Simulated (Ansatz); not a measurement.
# PbSe: the cell at several levels of theory

An exercise on one series of results from a longer session: the logs are not shown, and one member is left open.

The runs shown are made with Ansatz 0.2.0. PAW datasets, plane waves, zero pressure. No spin polarisation and no zero-point or thermal motion.

## The cell

This is the cell as the run starts from it, not yet at rest; its lengths are not the crystal's.

It is cubic, Fm-3m (No. 225); a = 5.650 Å in the conventional setting, 22.55 Å³ an atom. Pb has 6 Se at 2.83 Å; Se has 6 Pb at 2.83 Å.

Coordinates:

Space group Fm-3m (No. 225). a = 5.650 Å, b = 5.650 Å, c = 5.650 Å, α = 90.00°, β = 90.00°, γ = 90.00°
```csv
atom,site,symmetry,x,y,z
Pb,4a,m-3m,0.0000,0.0000,0.0000
Se,4b,m-3m,0.5000,0.0000,0.0000
```

The first run:

input.yaml reads:

```yaml
crystal:
  lattice:
    - [0.0, 2.825014, 2.825014]
    - [2.825014, 0.0, 2.825014]
    - [2.825014, 2.825014, 0.0]
  atoms:
    - { symbol: Pb, position: [0.0, 0.0, 0.0] }
    - { symbol: Se, position: [0.5, 0.5, 0.5] }
kpoints:
  mp_grid: { grid: [8, 8, 8] }
hamiltonian:
  xc: pbe
scf:
  occupations: { method: fermi_dirac, width: 0.02 }
relax:
  f_tol: 0.005
  cell: {}
output:
  write_density: true
  write_potential: true
  elf: true
  volumetric_format: npy
```

Started as:

```sh
$ ansatz run input.yaml --threads 4 --pin off --max-ram 7372MiB --backend cpu --events-out ev --progress --plain --runs-dir out
```

Steps of the session up to this table: Relaxing with PBE; r2SCAN: cell and atoms; Relaxing with PBEsol; Relaxing with LDA; Relaxing with HSE06.

One table of the session follows, with a row left open; its other results are not shown here.

```
 level  a (Å)  volume (Å³/atom)
   PBE  6.217            30.042
r2SCAN  6.177            29.466
PBEsol      ?                 ?
   LDA  6.037            27.498
 HSE06  6.173            29.400
```

Estimate the missing values for PBEsol.

**Answer.** a (Å): 6.101; volume (Å³/atom): 28.381. In the column «a (Å)» it lies between LDA (6.037) and HSE06 (6.173).

The volume runs from LDA (least) to PBE (most), a spread of 9.3 %, or 3.0 % in length if all axes shared it alike. The meshes differ: PBE 8×8×8, r2SCAN 6×6×6, PBEsol 6×6×6, LDA 6×6×6, HSE06 4×4×4.
